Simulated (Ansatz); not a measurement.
## Lattice vibrations of TaN at Γ at 4 GPa

All numbers below come from Ansatz, DFT PBEsol, scalar-relativistic, plane waves, PAW. Plane waves to 420 eV; Γ-centred k mesh 18×18×14; Fermi-Dirac smearing of 0.15 eV. No spin polarisation. Phonons by linear response, acoustic sum rule imposed.

The cell, relaxed at 4 GPa:
```
CELL_PARAMETERS angstrom
2.91309 0.00000 0.00000
-1.45654 2.52281 0.00000
0.00000 0.00000 2.86117
ATOMIC_POSITIONS crystal
Ta 0.33333 0.66667 0.50000
N 0.00000 0.00000 0.00000
```

In a metal, frequencies and elastic constants depend on the k mesh and the smearing, soft modes and shear constants most. Spin–orbit coupling is left out, which matters for heavy elements. A semilocal functional can close a gap that the real compound has.

Q: Is this structure stable against zone-centre distortions?

A: Yes, at Γ: no optical mode is imaginary. Strains and other wave vectors aren't tested by this run.

Q: List the optical modes at Γ (i marks imaginary ones).

A:
| frequency (meV) | degeneracy |
| --- | --- |
| 67.0 | 2 |
| 70.6 | 1 |

This form isn't the usual stable structure of the compound at low pressure.

Cost: 1 run of about 2.8 core-minutes, on Intel Xeon Processor @ 2.50GHz (Skylake/Cascade Lake) (shared hosts).